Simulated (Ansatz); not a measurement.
# Zn in Ansatz: the effect of functional

The system is Zn.

```
Zn
1.0
    -1.55851    1.55851    1.55851
     1.55851   -1.55851    1.55851
     1.55851    1.55851   -1.55851
Zn
1
Cartesian
  0.0000 0.0000 0.0000
```

This isn't the form of Zn at room conditions, which is hcp.

The cell isn't the ideal one: volume scaled by 0.98.

Alike in all runs:

| Property | Result |
| --- | --- |
| Program | Ansatz 0.2.0 |
| Task | single point |
| Potentials or basis | Ansatz PAW |
| k mesh | 12 × 12 × 12 |
| Occupations | fermi-dirac, width 0.05 eV |
| Spin | no spin polarisation |

```csv
functional,cutoff,pressure (GPa)
LDA,420 eV (not typed: the program's choice for these potentials),?
PBEsol,420 eV (not typed: the program's choice for these potentials),-4.1
r2SCAN,500 eV (not typed: the program's choice for these potentials),-3.9
```

Q: What does the run with functional LDA give?

A: Pressure -7.3 GPa.

Caveats: the PAW data sets come from PBE, with cores solved anew for the run's functional, which leaves a small shift of forces and pressure.
